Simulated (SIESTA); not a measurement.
AlN:

```
Al N
1.0
     0.00000    2.18399    2.18399
     2.18399    0.00000    2.18399
     2.18399    2.18399    0.00000
Al N
1 1
Direct
  0.00000 0.00000 0.00000
  0.25000 0.25000 0.25000
```

Measurements of this composition are mostly on another form, of space group No. 186.

Base run:

| Item | Value |
| --- | --- |
| Program | SIESTA 5.4.2 |
| Functional | BLYP |
| Potentials or basis | PseudoDojo 0.4 standard (PBE files) |
| Basis | DZP (energy shift 0.002 Ry; radii capped at 9.5 bohr) |
| Grid cutoff | 800 Ry |
| Energy shift | 0.002 Ry |
| k mesh | 10 × 10 × 10 |
| Occupations | fermi-dirac, width 0.05 eV |
| Spin | no spin polarisation |

Its results: band gap on the k mesh 3.62 eV, indirect (least direct gap 4.70 eV); pressure 11.2 GPa.

Q: The run is repeated on the same cell with these changes: functional from BLYP to PBEsol; potentials or basis from PseudoDojo 0.4 standard (PBE files) to PseudoDojo 0.4 standard (PBEsol files). What comes out?

A: Band gap on the k mesh 3.13 eV, indirect (least direct gap 4.32 eV); pressure 3.2 GPa.

Caveats: the basis of atomic orbitals isn't converged, which shifts pressures, moduli and gaps; the potentials were made for another functional, which shifts forces and pressure (some runs).

Not every run made on this cell is shown here.
